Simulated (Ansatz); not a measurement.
# Slab of fcc Sb (110), 6 layers

The slab is cut from the fcc crystal, which needn't be the stable phase, as relaxed on PAW files (27.51 Å³/atom), with 16 Å of vacuum and a dipole correction:

```xyz
6
Lattice="3.3885 0.0000 0.0000 0.0000 4.7920 0.0000 0.0000 0.0000 24.4712" Properties=species:S:1:pos:R:3 pbc="T T T"
Sb    0.8471    1.1980    8.0000
Sb    2.5413    3.5940    9.6943
Sb    0.8471    1.1980   11.3885
Sb    2.5413    3.5940   13.0827
Sb    0.8471    1.1980   14.7769
Sb    2.5413    3.5940   16.4712
```

Computed with Ansatz 0.2.0; functional PBE, scalar-relativistic. Settings: a Γ-centred 10×7×1 k mesh, Fermi–Dirac smearing of 0.08 eV, no spin polarisation. Methods: LAPW: all electrons, basis error target 1 meV/atom; PAW: frozen-core files, cutoff 420 eV.

The bulk energy comes from a cell in the slab's orientation on a 10×7×10 mesh. The surface energy is (E(slab) − N·E(bulk))/2A at zero smearing, the mean of both faces; thin slabs carry quantum-size effects.

Spin–orbit coupling is left out, which matters for the heavy atoms.

Problem. As cut, the LAPW slab lies 0.735 eV above 6 atoms of bulk. What surface energy is that?

Solution. Over two faces of 16.24 Å² it is 22.6 meV/Å², and times 16.02 J/m² per eV/Å² that gives γ = 0.363 J/m².

Problem. What do relaxation and the other method give, and what work function comes out?

Solution. 

| method | γ as cut (J/m²) | γ relaxed (J/m²) | Φ as cut (eV) | Φ relaxed (eV) |
| --- | --- | --- | --- | --- |
| LAPW | 0.363 | 0.022 | 4.24 | 3.81 |
| PAW | 0.363 | 0.022 | 4.24 | 3.81 |

Problem. How do the spacings between the planes relax?

Solution. From the bottom face up: d12 -20.7 % of 1.694 Å, d23 -10.2 % of 1.694 Å, d34 +49.4 % of 1.694 Å, d45 -10.2 % of 1.694 Å, d56 -20.7 % of 1.694 Å.

Problem. A field of 0.1 V/Å is applied along the normal, atoms held. What follows?

Solution. LAPW finds an induced dipole of 0.0972 e·Å a cell (PAW 0.0972), that is 10.83 Å for 4πα over the area, against 8.26 Å between the outer atoms.

Problem. A 3d core hole is made on one atom of each kind in every 1×1 cell (PAW hole dataset, neutral cell, valence without spin). What does it cost by layer?

Solution. layer 1 527.53 eV, layer 2 527.67 eV, layer 3 527.56 eV. Shifts between layers mean more than the absolute values, and a whole layer of holes screens otherwise than one hole.
